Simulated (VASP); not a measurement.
# Mo (Im-3m) in VASP: a series of runs

One crystal, Mo, is run at these levels: LDA; tasks: single point.

Program: VASP 6.6.1. These are calculated values, not measurements. Logs are shortened: lines on timing, memory, paths and dates and some standing lists are left out, and cuts for length are marked.

### Step 1. The undisturbed crystal

Symmetry: Im-3m, No. 229, cubic system. The conventional cell has a = 3.168 Å, b = 3.168 Å, c = 3.168 Å, α = 90.00°, β = 90.00°, γ = 90.00°. Around Mo (site symmetry m-3m) lie 8 Mo at 2.74 Å.

### Step 2. Single point, LDA (grid = ENCUT=400 dk=0.9 cell=4x4x4 ISMEAR=1 SIGMA=0.1 LREAL=Auto EDIFF=1e-06)

Contents of INCAR:

```
  PREC = Accurate
  ENCUT = 400
  EDIFF = 1E-6
  ISMEAR = 1
  SIGMA = 0.1
  LREAL = Auto
  LASPH = T
  NELM = 120
  ALGO = Fast
  ISIF = 2
  LWAVE = F
  LCHARG = F
  GGA = CA
  NBANDS = 504
  NCORE = 2
  KPAR = 1
```

Contents of KPOINTS:

```
Automatic mesh
0
Gamma
  1 1 1
```

Contents of POSCAR:

```
Mo
1.0
   -6.3352358876      6.3352358876      6.3352358876
    6.3352358876     -6.3352358876      6.3352358876
    6.3352358876      6.3352358876     -6.3352358876
Mo
63
Direct
    0.0000000000      0.0000000000      0.2500000000
    0.0000000000      0.0000000000      0.5000000000
    0.0000000000      0.0000000000      0.7500000000
    0.0000000000      0.2500000000      0.0000000000
    0.0000000000      0.2500000000      0.2500000000
    0.0000000000      0.2500000000      0.5000000000
    0.0000000000      0.2500000000      0.7500000000
    0.0000000000      0.5000000000      0.0000000000
    0.0000000000      0.5000000000      0.2500000000
    0.0000000000      0.5000000000      0.5000000000
    0.0000000000      0.5000000000      0.7500000000
    0.0000000000      0.7500000000      0.0000000000
    0.0000000000      0.7500000000      0.2500000000
    0.0000000000      0.7500000000      0.5000000000
    0.0000000000      0.7500000000      0.7500000000
    0.2500000000      0.0000000000      0.0000000000
    0.2500000000      0.0000000000      0.2500000000
    0.2500000000      0.0000000000      0.5000000000
    0.2500000000      0.0000000000      0.7500000000
    0.2500000000      0.2500000000      0.0000000000
    0.2500000000      0.2500000000      0.2500000000
    0.2500000000      0.2500000000      0.5000000000
    0.2500000000      0.2500000000      0.7500000000
    0.2500000000      0.5000000000      0.0000000000
    0.2500000000      0.5000000000      0.2500000000
    0.2500000000      0.5000000000      0.5000000000
    0.2500000000      0.5000000000      0.7500000000
    0.2500000000      0.7500000000      0.0000000000
    0.2500000000      0.7500000000      0.2500000000
    0.2500000000      0.7500000000      0.5000000000
    0.2500000000      0.7500000000      0.7500000000
    0.5000000000      0.0000000000      0.0000000000
    0.5000000000      0.0000000000      0.2500000000
    0.5000000000      0.0000000000      0.5000000000
    0.5000000000      0.0000000000      0.7500000000
    0.5000000000      0.2500000000      0.0000000000
    0.5000000000      0.2500000000      0.2500000000
    0.5000000000      0.2500000000      0.5000000000
    0.5000000000      0.2500000000      0.7500000000
    0.5000000000      0.5000000000      0.0000000000
    0.5000000000      0.5000000000      0.2500000000
    0.5000000000      0.5000000000      0.5000000000
    0.5000000000      0.5000000000      0.7500000000
    0.5000000000      0.7500000000      0.0000000000
    0.5000000000      0.7500000000      0.2500000000
    0.5000000000      0.7500000000      0.5000000000
    0.5000000000      0.7500000000      0.7500000000
    0.7500000000      0.0000000000      0.0000000000
    0.7500000000      0.0000000000      0.2500000000
    0.7500000000      0.0000000000      0.5000000000
    0.7500000000      0.0000000000      0.7500000000
    0.7500000000      0.2500000000      0.0000000000
    0.7500000000      0.2500000000      0.2500000000
    0.7500000000      0.2500000000      0.5000000000
    0.7500000000      0.2500000000      0.7500000000
    0.7500000000      0.5000000000      0.0000000000
    0.7500000000      0.5000000000      0.2500000000
    0.7500000000      0.5000000000      0.5000000000
    0.7500000000      0.5000000000      0.7500000000
    0.7500000000      0.7500000000      0.0000000000
    0.7500000000      0.7500000000      0.2500000000
    0.7500000000      0.7500000000      0.5000000000
    0.7500000000      0.7500000000      0.7500000000
```

Potentials or basis: VASP PAW LDA potentials, release 64 (Mo_sv).

Run with:

```sh
$ cat potpaw_LDA.64/Mo_sv/POTCAR > POTCAR
$ mpirun -np 4 vasp_std > vasp.out
```

OUTCAR:

```text
PREC = Accurate
   ENCUT = 400
   EDIFF = 1E-6
   ISMEAR = 1
   LREAL = Auto
   LASPH = T
   NELM = 120
   ISIF = 2
   GGA = CA

 Found      1 irreducible k-points:

 Following reciprocal coordinates:
            Coordinates               Weight
  0.000000  0.000000  0.000000      1.000000
   k-points           NKPTS =      1   k-points in BZ     NKDIM =      1   number of bands    NBANDS=    504
   number of dos      NEDOS =    301   number of ions     NIONS =     63
   total plane-waves  NPLWV = 373248
   dimension x,y,z NGX =    72 NGY =   72 NGZ =   72
   dimension x,y,z NGXF=   144 NGYF=  144 NGZF=  144
   ions per type =              63
   NGX,Y,Z   is equivalent  to a cutoff of  10.91, 10.91, 10.91 a.u.
   NGXF,Y,Z  is equivalent  to a cutoff of  21.82, 21.82, 21.82 a.u.
 SYSTEM =  unknown system
   PREC   = accura    normal or accurate (medium, high low for compatibility)
   ISTART =      0    job   : 0-new  1-cont  2-samecut
   ICHARG =      2    charge: 1-file 2-atom 10-const
   ISPIN  =      1    spin polarized calculation?
   LNONCOLLINEAR =      F non collinear calculations
   LSORBIT =      F    spin-orbit coupling
   LASPH  =      T    aspherical Exc in radial PAW
   ENCUT  =  400.0 eV  29.40 Ry    5.42 a.u.  17.89 17.89 17.89*2*pi/ulx,y,z
   NELM   =    120;   NELMIN=  2; NELMDL= -5     # of ELM steps
   EDIFF  = 0.1E-05   stopping-criterion for ELM
   LREAL  =      T    real-space projection
   EDIFFG = 0.1E-04   stopping-criterion for IOM
   NSW    =      0    number of steps for IOM
   IBRION =     -1    ionic relax: 0-MD 1-quasi-New 2-CG
   NFREE  =      0    steps in history (QN), initial steepest desc. (CG)
   ISIF   =      2    stress and relaxation
   ISYM   =      2    0-nonsym 1-usesym 2-fastsym
   POTIM  = 0.5000    time-step for ionic-motion
   TEBEG  =    0.0;   TEEND  =   0.0 temperature during run
   PSTRESS=    0.0 pullay stress
   NELECT =     882.0000    total number of electrons
   NUPDOWN=      -1.0000    fix difference up-down
   EMIN   =  10.00;   EMAX   =-10.00  energy-range for DOS
   EFERMI =   0.00;   METHOD = LEGACY
   ISMEAR =     1;   SIGMA  =   0.10  broadening in eV -4-tet -1-fermi 0-gaus
   EFERMI_NEDOS =   21; number of points for ismear=-14 and -15
   IALGO  =     68    algorithm
   IMIX   =      4    mixing-type and parameters
     AMIX     =   0.40;   BMIX     =  1.00
     AMIX_MAG =   1.60;   BMIX_MAG =  1.00
  volume/ion in A,a.u.               =      16.14       108.94
  Fermi-wavevector in a.u.,A,eV,Ry     =   1.561163  2.950170 33.160524  2.437230
  Thomas-Fermi vector in A             =   2.664269
   LORBIT       =      0    0 simple, 1 ext, 2 COOP (PROOUT), +10 PAW based schemes
   GGA     = CA    functional components
   LHFCALC =     F    Hartree Fock is set to
   AEXX    =    0.0000 exact exchange contribution
   IVDW    =     0    specifies the selected vdW correction
   LEPSILON=     F    determine dielectric tensor
   LRPA    =     F    only Hartree local field effects (RPA)
 non-spin polarized calculation
 RMM-DIIS sequential band-by-band and
 Methfessel and Paxton  Order N= 1 SIGMA  =   0.10
  energy-cutoff  :      400.00
  volume of cell :     1017.06
 maximum number of plane-waves:     18533
 NGX is ok and might be reduce to    70
   NGX = 35   NGY = 35   NGZ = 35

 number of electron     882.0000362 magnetization

 Free energy of the ion-electron system (eV)
  ---------------------------------------------------
  ext. energy  EPLUGINS =         0.00000000
  ---------------------------------------------------
  free energy    TOTEN  =      -756.16837898 eV

  energy without entropy =     -756.23750460  energy(sigma->0) =     -756.19142085

 E-fermi :  11.4801     XC(G=0): -13.3971

 val. band max:       11.4159014315   @ k =   0.0000   0.0000   0.0000
 cond. band min:      11.9113737079   @ k =   0.0000   0.0000   0.0000
 fundamental gap:      0.4954722764
 Fermi energy:        11.4800899893

 k-point     1 :       0.0000    0.0000    0.0000
  band No.  band energies     occupation
      1     -48.9589      2.00000
      2     -48.8513      2.00000
      3     -48.8513      2.00000
      4     -48.8513      2.00000
      5     -48.8500      2.00000
      6     -48.8500      2.00000
[... 445 lines left out ...]
    452      12.3339     -0.00000
    453      12.3339     -0.00000
 [bands above 453 left out]

------------------------ aborting loop because EDIFF is reached ----------------------------------------

  FORCE on cell =-STRESS in cart. coord.  units (eV):
  Direction    XX          YY          ZZ          XY          YZ          ZX
  --------------------------------------------------------------------------------------
  -------------------------------------------------------------------------------------
  Total      -87.9644806    -87.9644806    -87.9644806     -0.0000000     -0.0000000      0.0000000
  in kB     -138.5701105   -138.5701105   -138.5701105     -0.0000000     -0.0000000      0.0000000
  external PRESSURE =    -138.5701105 kB  Pullay stress =       0.0000000 kB

 VOLUME and BASIS-vectors are now :
 -----------------------------------------------------------------------------
  energy-cutoff  :      400.00
  volume of cell :     1017.06
      direct lattice vectors                 reciprocal lattice vectors
    -6.335235888  6.335235888  6.335235888     0.000000000  0.078923659  0.078923659
     6.335235888 -6.335235888  6.335235888     0.078923659  0.000000000  0.078923659
     6.335235888  6.335235888 -6.335235888     0.078923659  0.078923659  0.000000000

 POSITION                                       TOTAL-FORCE (eV/Angst)
 -----------------------------------------------------------------------------------
      1.58381      1.58381     -1.58381         0.113625      0.113625     -0.113625
      3.16762      3.16762     -3.16762        -0.000000     -0.000000     -0.000000
      4.75143      4.75143     -4.75143        -0.113625     -0.113625      0.113625
      1.58381     -1.58381      1.58381         0.113625     -0.113625      0.113625
      3.16762      0.00000      0.00000        -0.251574     -0.000000     -0.000000
      4.75143      1.58381     -1.58381         0.155186     -0.044983      0.044983
[... 55 lines left out ...]
      3.16762      3.16762      6.33524         0.136716      0.136716      0.000000
      4.75143      4.75143      4.75143        -0.113625     -0.113625     -0.113625
 -----------------------------------------------------------------------------------
    total drift:                                0.000000      0.000000     -0.000000

  FREE ENERGIE OF THE ION-ELECTRON SYSTEM (eV)
  ---------------------------------------------------
  free  energy   TOTEN  =      -756.1683789788 eV

  energy  without entropy=     -756.2375046017  energy(sigma->0) =     -756.19142085
```

Wall time 3.5 min (4 MPI ranks of Intel Xeon 6975P-C (Granite Rapids), shared host); peak memory 0.35 GiB.

These settings aren't checked as converged: the numbers below hold their error.

What came out:

```yaml
Free_energy: -756.1684 eV
Pressure: -13.9 GPa
Largest_force: 0.252 eV/Å
Band_gap_on_the_k_mesh: 0.50 eV, direct
```

### Step 3. Single point, LDA (grid = ENCUT=400 dk=0.27 cell=4x4x4 ISMEAR=1 SIGMA=0.1 LREAL=Auto EDIFF=1e-06)

Contents of INCAR:

```
SYSTEM = Mo
PREC = Accurate
ENCUT = 400
EDIFF = 1E-6
ISMEAR = 1
SIGMA = 0.1
LREAL = Auto
LASPH = .TRUE.
NELM = 120
ALGO = Fast
ISIF = 2
LWAVE = .FALSE.
LCHARG = .FALSE.
NBANDS = 512
NCORE = 1
KPAR = 2
```

Contents of KPOINTS:

```
Automatic mesh
0
G
  3 3 3
  0 0 0
```

POSCAR, as its differences from that of step 2:

```diff
@@ -6,4 +6,5 @@
 Mo
-63
+64
 Direct
+    0.0000000000      0.0000000000      0.0000000000
     0.0000000000      0.0000000000      0.2500000000
```

Potentials or basis: VASP PAW LDA potentials, release 64 (Mo_sv).

Run with:

```sh
$ cat potpaw_LDA.64/Mo_sv/POTCAR > POTCAR
$ mpirun -np 4 vasp_std > vasp.out
```

It took 17 min on 4 MPI ranks of Intel Xeon Platinum 8488C (Sapphire Rapids), shared host; peak memory 0.75 GiB.

These settings aren't checked as converged: the numbers below hold their error.

What came out:

```yaml
Free_energy: -775.2237 eV
Pressure: -13.9 GPa
Band_gap_on_the_k_mesh: none (metal or under the smearing width)
```

### Step 4. Single point, LDA (grid = ENCUT=400 dk=0.45 cell=4x4x4 ISMEAR=1 SIGMA=0.1 LREAL=Auto EDIFF=1e-06)

INCAR is that of step 3.

Contents of KPOINTS:

```
Automatic mesh
0
G
  2 2 2
  0 0 0
```

POSCAR is that of step 3.

Run with:

```sh
$ cat potpaw_LDA.64/Mo_sv/POTCAR > POTCAR
$ mpirun -np 4 vasp_std > vasp.out
```

Wall time 15 min (4 MPI ranks of Intel Xeon Platinum 8488C (Sapphire Rapids), shared host); peak memory 0.68 GiB.

These settings aren't checked as converged: the numbers below hold their error.

Results:

```yaml
Free_energy: -772.7903 eV
Pressure: -13.0 GPa
Band_gap_on_the_k_mesh: none (metal or under the smearing width)
```

### Step 5. Single point, LDA (grid = ENCUT=400 dk=0.9 cell=2x2x2 ISMEAR=1 SIGMA=0.1 LREAL=Auto EDIFF=1e-06)

Contents of INCAR:

```
  PREC = Accurate
  ENCUT = 400
  EDIFF = 1E-6
  ISMEAR = 1
  SIGMA = 0.1
  LREAL = Auto
  LASPH = True
  NELM = 120
  ALGO = Fast
  ISIF = 2
  LWAVE = False
  LCHARG = False
  NBANDS = 64
```

Contents of KPOINTS:

```
Automatic mesh
0
Gamma
  2 2 2
```

Contents of POSCAR:

```
Mo
1.0
   -3.1676179438      3.1676179438      3.1676179438
    3.1676179438     -3.1676179438      3.1676179438
    3.1676179438      3.1676179438     -3.1676179438
Mo
8
Direct
    0.0000000000      0.0000000000      0.0000000000
    0.0000000000      0.0000000000      0.5000000000
    0.0000000000      0.5000000000      0.0000000000
    0.0000000000      0.5000000000      0.5000000000
    0.5000000000      0.0000000000      0.0000000000
    0.5000000000      0.0000000000      0.5000000000
    0.5000000000      0.5000000000      0.0000000000
    0.5000000000      0.5000000000      0.5000000000
```

Run with:

```sh
$ cat potpaw_LDA.64/Mo_sv/POTCAR > POTCAR
$ mpirun -np 1 vasp_std > vasp.out
```

Run time: 66 s. Hardware: 1 thread of Intel Xeon Platinum 8175M at 2.50GHz (Skylake/Cascade Lake), shared host; peak memory 0.17 GiB.

The run converged, but some of its settings lie outside the range that counts as converged, so its numbers aren't taken as properties of the crystal.

What came out:

```yaml
Free_energy: -96.4689 eV
Pressure: -13.1 GPa
Band_gap_on_the_k_mesh: none (metal or under the smearing width)
```

Caveat: the k mesh is coarse (spacing up to 0.70 Å⁻¹), so the values aren't converged.

### Step 6. Single point, LDA (grid = ENCUT=400 dk=0.6 cell=2x2x2 ISMEAR=1 SIGMA=0.1 LREAL=Auto EDIFF=1e-06)

INCAR is that of step 5.

Contents of KPOINTS:

```
Automatic mesh
0
Gamma
  3 3 3
```

POSCAR is that of step 5.

Potentials or basis: VASP PAW LDA potentials, release 64 (Mo_sv).

Run with:

```sh
$ cat potpaw_LDA.64/Mo_sv/POTCAR > POTCAR
$ mpirun -np 1 vasp_std > vasp.out
```

Run time: 65 s. Hardware: 1 thread of Intel Xeon Platinum 8175M at 2.50GHz (Skylake/Cascade Lake), shared host; peak memory 0.17 GiB.

The run converged, but some of its settings lie outside the range that counts as converged, so its numbers aren't taken as properties of the crystal.

What came out:

* Free energy: -97.2945 eV
* Pressure: -14.0 GPa
* Band gap on the k mesh: none (metal or under the smearing width)

Caveat: the k mesh is coarse (spacing up to 0.47 Å⁻¹), so the values aren't converged.
